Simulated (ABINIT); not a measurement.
# ZrB2 (P6/mmm) in ABINIT: convergence with tolvrs

Aim: find how far tolvrs must go before the results for ZrB2 settle, at PBEsol. This setting moves, with any that are tied to it; all else stays.

Everything below comes from runs of ABINIT 10.8.3 (patched build). Logs are shortened: lines on timing, memory, paths and dates and some standing lists are left out, and cuts for length are marked. The log counts tension as positive stress, the text compression.

## Step 1: The structure

Symmetry: P6/mmm, No. 191, hexagonal system. The conventional cell has a = 3.170 Å, b = 3.170 Å, c = 3.533 Å, α = 90.00°, β = 90.00°, γ = 120.00°. Zr (site symmetry 6/mmm) has 12 B at 2.54 Å as nearest neighbours. B (site symmetry -6m2) has 3 B at 1.83 Å as nearest neighbours.

## Step 2: With tolvrs 0.01

run.abi reads:

```
# Pseudopotentials
pp_dirpath "./"
pseudos "Zr.LDA_PW-JTH.xml, B.LDA_PW-JTH.xml"

# Structure
acell 5.9904318151 5.9904318151 6.6764023983
rprim
     1.0000000000     0.0000000000     0.0000000000
    -0.5000000000     0.8660254038     0.0000000000
     0.0000000000     0.0000000000     1.0000000000
ntypat 2
znucl 40 5
natom 3
typat 1 2 2
xred
     0.0000000000     0.0000000000     0.0000000000
     0.6666666667     0.3333333333     0.5000000000
     0.3333333333     0.6666666667     0.5000000000

# Plane-wave basis
ecut 462.593566 eV
pawecutdg 34.0
pawxcdev 0

# k points
kptopt 1
ngkpt 10 10 8
nshiftk 1
shiftk 0.0 0.0 0.0

# Exchange and correlation
ixc -116133

# Bands and occupations
nband 13
occopt 3
tsmear 0.05 eV

# SCF cycle
nstep 100
tolvrs 0.01

# Output
iomode 3
prtwf 0
prtden 0
prteig 0
prtebands 0
```

Potentials or basis: JTH PAW LDA v2.0.

The run is started by

```sh
abinit run.abi > log 2>&1
```

run.abo:

```text
.Version 10.8.3 of ABINIT
 Symmetries : space group P6/m m m (#191); Bravais hP (primitive hexag.)
================================================================================
 Values of the parameters that define the memory need of the present run
     intxc =       0    ionmov =       0      iscf =      17    lmnmax =      18
     lnmax =       6     mgfft =      27  mpssoang =       3    mqgrid =    3001
     natom =       3  nloc_mem =       2    nspden =       1   nspinor =       1
    nsppol =       1      nsym =      24    n1xccc =       1    ntypat =       2
    occopt =       3   xclevel =       2
       mpw =         720          nfft =       15552          nkpt =          70
 PAW method is used; the additional fine FFT grid is defined by:
   mgfftf=        36    nfftf =     36864
================================================================================
================================================================================

--------------------------------------------------------------------------------
------------- Echo of variables that govern the present computation ------------
--------------------------------------------------------------------------------
 -outvars: echo values of preprocessed input variables --------
            acell      5.9904318151E+00  5.9904318151E+00  6.6764023983E+00 Bohr
              amu      9.12240000E+01  1.08110000E+01
             ecut      1.70000000E+01 Hartree
                       outvar_i_n : Printing only first  50 k-points.
              ixc     -116133
                       outvar_i_n : Printing only first  50 k-points.
         kptrlatt       10    0    0      0   10    0      0    0    8
          kptrlen      5.34112192E+01
            natom           3
            nband          13
            ngfft          24      24      27
          ngfftdg          32      32      36
             nkpt          70
            nstep         100
             nsym          24
           ntypat           2
                       prtocc : prtvol=0, do not print more k-points.
           occopt           3
        pawecutdg      3.40000000E+01 Hartree
         pawxcdev           0
           prtden           0
        prtebands           0
           prteig           0
            prtwf           0
            rprim      1.0000000000E+00  0.0000000000E+00  0.0000000000E+00
                      -5.0000000000E-01  8.6602540380E-01  0.0000000000E+00
                       0.0000000000E+00  0.0000000000E+00  1.0000000000E+00
          spgroup         191
           tolvrs      1.00000000E-02
           tsmear      1.83746611E-03 Hartree
            typat      1  2  2
           useylm           1
                       outvars : Printing only first  50 k-points.
           xangst      0.0000000000E+00  0.0000000000E+00  0.0000000000E+00
                       1.5849999989E+00  9.1510017607E-01  1.7664999988E+00
                       2.0239315388E-17  1.8302003521E+00  1.7664999988E+00
            xcart      0.0000000000E+00  0.0000000000E+00  0.0000000000E+00
                       2.9952159075E+00  1.7292887105E+00  3.3382011991E+00
                       3.8246763058E-17  3.4585774211E+00  3.3382011991E+00
             xred      0.0000000000E+00  0.0000000000E+00  0.0000000000E+00
                       6.6666666667E-01  3.3333333333E-01  5.0000000000E-01
                       3.3333333333E-01  6.6666666667E-01  5.0000000000E-01
            znucl       40.00000    5.00000
[... 129 lines left out ...]

 cartesian forces (hartree/bohr) at end:
    1     -0.00000000000000    -0.00000000000000    -0.00000000000000
    2     -0.00000000000000     0.00000000000000    -0.00000000000000
    3     -0.00000000000000    -0.00000000000000    -0.00000000000000
 frms,max,avg= 3.9147506E-28 8.3044401E-28   0.000E+00  0.000E+00  0.000E+00 h/b

 cartesian forces (eV/Angstrom) at end:
    1     -0.00000000000000    -0.00000000000000    -0.00000000000000
    2     -0.00000000000000     0.00000000000000    -0.00000000000000
    3     -0.00000000000000    -0.00000000000000    -0.00000000000000
 frms,max,avg= 2.0130457E-26 4.2703148E-26   0.000E+00  0.000E+00  0.000E+00 e/A
 length scales=  5.990431815100  5.990431815100  6.676402398300 bohr
              =  3.169999997869  3.169999997869  3.532999997602 angstroms
 Fermi (or HOMO) energy (hartree) =   0.45518   Average Vxc (hartree)=  -0.46150
 Eigenvalues (hartree) for nkpt=  70  k points:
 kpt#   1, nband= 13, wtk=  0.00125, kpt=  0.0000  0.0000  0.0000 (reduced coord)
  -1.32436   -0.52349   -0.50297   -0.50297   -0.00819    0.36255    0.36256    0.36256
   0.37335    0.58370    0.58370    0.61297    0.61318
      occupation numbers for kpt#   1
   2.00000    2.00000    2.00000    2.00000    2.00000    2.00000    2.00000    2.00000
   2.00000    0.00000    0.00000    0.00000    0.00000
 prteigrs : prtvol=0 or 1, do not print more k-points.

--- !EnergyTerms
iteration_state     : {dtset: 1, }
comment             : Components of total free energy in Hartree
kinetic             :  1.55791521722948E+01
hartree             :  6.85606836912712E+00
xc                  : -9.01901903992005E+00
Ewald energy        : -4.82953939840230E+01
psp_core            :  2.04071265993863E+00
local_psp           : -3.19740454140457E+01
PAW spherical_terms :  1.14710721769611E+01
internal            : -5.33414530596670E+01
'-kT*entropy'       : -1.03184895417669E-04
total_energy        : -5.33415562445624E+01
total_energy_eV     : -1.45149768993251E+03
...

--- !EnergyTermsDC
iteration_state     : {dtset: 1, }
comment             : '"Double-counting" decomposition of free energy'
band_energy         : -3.08610985501568E+00
Ewald energy        : -4.82953939840230E+01
psp_core            :  2.04071265993863E+00
xc_dc               : -5.35049729477923E+00
PAW spherical_terms :  1.33547356468076E+00
internal            : -5.33558149091985E+01
'-kT*entropy'       : -1.03184895417669E-04
total_energy_dc     : -5.33559180940939E+01
total_energy_dc_eV  : -1.45188849576732E+03
...

--- !EnergyTermsWithPAWCore
iteration_state     : {dtset: 1, }
comment             : 'Components of total free energy, including PAW core contributions'
Total energy        : -3.64632760081981E+03
Total energy DC     : -3.64634196266934E+03
Total energy (eV)   : -9.92216287252890E+04
Total energy DC (eV): -9.92220195311238E+04
...

 Cartesian components of stress tensor (hartree/bohr^3)
  sigma(1 1)=  1.35055521E-04  sigma(3 2)=  0.00000000E+00
  sigma(2 2)=  1.35055521E-04  sigma(3 1)=  0.00000000E+00
  sigma(3 3)=  1.35884728E-04  sigma(2 1)=  0.00000000E+00

-Cartesian components of stress tensor (GPa)         [Pressure= -3.9816E+00 GPa]
- sigma(1 1)=  3.97347061E+00  sigma(3 2)=  0.00000000E+00
- sigma(2 2)=  3.97347060E+00  sigma(3 1)=  0.00000000E+00
- sigma(3 3)=  3.99786674E+00  sigma(2 1)=  0.00000000E+00

== END DATASET(S) ==============================================================
================================================================================

 -outvars: echo values of variables after computation  --------
            acell      5.9904318151E+00  5.9904318151E+00  6.6764023983E+00 Bohr
           etotal     -5.3355918094E+01
            fcart     -0.0000000000E+00 -0.0000000000E+00 -0.0000000000E+00
                      -0.0000000000E+00  8.3044401065E-28 -0.0000000000E+00
                      -0.0000000000E+00 -8.3044401065E-28 -0.0000000000E+00
            rprim      1.0000000000E+00  0.0000000000E+00  0.0000000000E+00
                      -5.0000000000E-01  8.6602540380E-01  0.0000000000E+00
                       0.0000000000E+00  0.0000000000E+00  1.0000000000E+00
           strten      1.3505552086E-04  1.3505552050E-04  1.3588472841E-04
                       0.0000000000E+00  0.0000000000E+00  0.0000000000E+00
           xangst      0.0000000000E+00  0.0000000000E+00  0.0000000000E+00
                       1.5849999989E+00  9.1510017607E-01  1.7664999988E+00
                       2.0239315388E-17  1.8302003521E+00  1.7664999988E+00
             xred      0.0000000000E+00  0.0000000000E+00  0.0000000000E+00
                       6.6666666667E-01  3.3333333333E-01  5.0000000000E-01
                       3.3333333333E-01  6.6666666667E-01  5.0000000000E-01
 Calculation completed.
```

Run time: 13 s. Hardware: 1 thread of Arm Neoverse V1, shared host; peak memory 0.11 GiB.

Results:

- Free energy: -1451.8885 eV
- Pressure: -4.0 GPa
- Band gap on the k mesh: none (metal or under the smearing width)
- Valence electrons inside the program's atomic spheres: Zr 9.13; B 1.81

## Step 3: With tolvrs 0.001

run.abi: that of step 2 with these lines changed.

```diff
@@ -40,3 +40,3 @@
 nstep 100
-tolvrs 0.01
+tolvrs 0.001
```

Potentials or basis: JTH PAW LDA v2.0.

The run is started by

```sh
abinit run.abi > log 2>&1
```

Run time: 13 s. Hardware: 1 thread of Arm Neoverse V1, shared host; peak memory 0.11 GiB.

Results (log left out):

```
Free energy                                           : -1451.8885 eV
Pressure                                              : -4.0 GPa
Band gap on the k mesh                                : none (metal or under the smearing width)
Valence electrons inside the program's atomic spheres : Zr 9.13; B 1.81
```

## Step 4: With tolvrs 0.0001

run.abi: that of step 3 with these lines changed.

```diff
@@ -40,3 +40,3 @@
 nstep 100
-tolvrs 0.001
+tolvrs 0.0001
```

The run is started by

```sh
abinit run.abi > log 2>&1
```

It took 15 s on 1 thread of Arm Neoverse V1, shared host; peak memory 0.11 GiB.

The run converged. Its results:

| Quantity | Value |
| --- | --- |
| Free energy | -1451.8885 eV |
| Pressure | -4.4 GPa |
| Band gap on the k mesh | none (metal or under the smearing width) |
| Valence electrons inside the program's atomic spheres | Zr 9.13; B 1.81 |

## Step 5: With tolvrs 1e-05

run.abi: that of step 4 with these lines changed.

```diff
@@ -40,3 +40,3 @@
 nstep 100
-tolvrs 0.0001
+tolvrs 1.0e-5
```

The run is started by

```sh
abinit run.abi > log 2>&1
```

Run time: 17 s. Hardware: 1 thread of Arm Neoverse V1, shared host; peak memory 0.11 GiB.

It converged, with:

```yaml
Free_energy: -1451.8885 eV
Pressure: -4.6 GPa
Band_gap_on_the_k_mesh: none (metal or under the smearing width)
Valence_electrons_inside_the_program's_atomic_spheres: Zr 9.13; B 1.81
```

## Step 6: With tolvrs 1e-06

run.abi: that of step 5 with these lines changed.

```diff
@@ -40,3 +40,3 @@
 nstep 100
-tolvrs 1.0e-5
+tolvrs 1.0e-6
```

Potentials or basis: JTH PAW LDA v2.0.

The run is started by

```sh
abinit run.abi > log 2>&1
```

Wall time 19 s (1 thread of Arm Neoverse V1, shared host); peak memory 0.11 GiB.

It converged, with:

```
Free energy                                           : -1451.8885 eV
Pressure                                              : -4.5 GPa
Band gap on the k mesh                                : none (metal or under the smearing width)
Valence electrons inside the program's atomic spheres : Zr 9.13; B 1.81
```

## Step 7: With tolvrs 1e-08

run.abi: that of step 6 with these lines changed.

```diff
@@ -40,3 +40,3 @@
 nstep 100
-tolvrs 1.0e-6
+tolvrs 1.0e-8
```

The run is started by

```sh
abinit run.abi > log 2>&1
```

It took 21 s on 1 thread of Arm Neoverse V1, shared host; peak memory 0.11 GiB.

The run converged. Its results:

```
Free energy                                           : -1451.8885 eV
Pressure                                              : -4.5 GPa
Band gap on the k mesh                                : none (metal or under the smearing width)
Valence electrons inside the program's atomic spheres : Zr 9.13; B 1.81
```

## Step 8: With tolvrs 1e-10

run.abi: that of step 7 with these lines changed.

```diff
@@ -40,3 +40,3 @@
 nstep 100
-tolvrs 1.0e-8
+tolvrs 1.0e-10
```

The run is started by

```sh
abinit run.abi > log 2>&1
```

It took 25 s on 1 thread of Arm Neoverse V1, shared host; peak memory 0.11 GiB.

The run converged. Its results:

| Item | Value |
| --- | --- |
| Free energy | -1451.8885 eV |
| Pressure | -4.5 GPa |
| Band gap on the k mesh | none (metal or under the smearing width) |
| Valence electrons inside the program's atomic spheres | Zr 9.13; B 1.81 |

## Step 9: With tolvrs 1e-13

run.abi: that of step 8 with these lines changed.

```diff
@@ -40,3 +40,3 @@
 nstep 100
-tolvrs 1.0e-10
+tolvrs 1.0e-13
```

Potentials or basis: JTH PAW LDA v2.0.

The run is started by

```sh
abinit run.abi > log 2>&1
```

It took 32 s on 1 thread of Arm Neoverse V1, shared host; peak memory 0.11 GiB.

The run converged. Its results:

| Quantity | Value |
| --- | --- |
| Free energy | -1451.8885 eV |
| Pressure | -4.5 GPa |
| Band gap on the k mesh | none (metal or under the smearing width) |
| Valence electrons inside the program's atomic spheres | Zr 9.13; B 1.81 |

## Step 10: Result

| tolvrs | energy less the tightest run, at zero smearing (meV/atom) | pressure (GPa) | SCF cycles | CPU time (s) | peak memory (GiB) |
| --- | --- | --- | --- | --- | --- |
| 0.01 | 0.01 | -3.98 | 4 | 13 | 0.11 |
| 0.001 | 0.01 | -3.98 | 4 | 13 | 0.11 |
| 0.0001 | 0.00 | -4.43 | 5 | 15 | 0.11 |
| 1e-05 | 0.00 | -4.57 | 6 | 17 | 0.11 |
| 1e-06 | 0.00 | -4.53 | 7 | 19 | 0.11 |
| 1e-08 | 0.00 | -4.52 | 8 | 21 | 0.11 |
| 1e-10 | 0.00 | -4.52 | 10 | 25 | 0.11 |
| 1e-13 | 0.00 | -4.52 | 13 | 32 | 0.11 |

Against the tightest run, the energy stays within 1 meV/atom from 0.01 on; the pressure stays within 0.1 GPa from 0.0001 on. The tightest run that finished is the yardstick and may itself not be fully converged.

Caveats: the PAW data sets were made with another functional, which shifts forces and pressure a little.
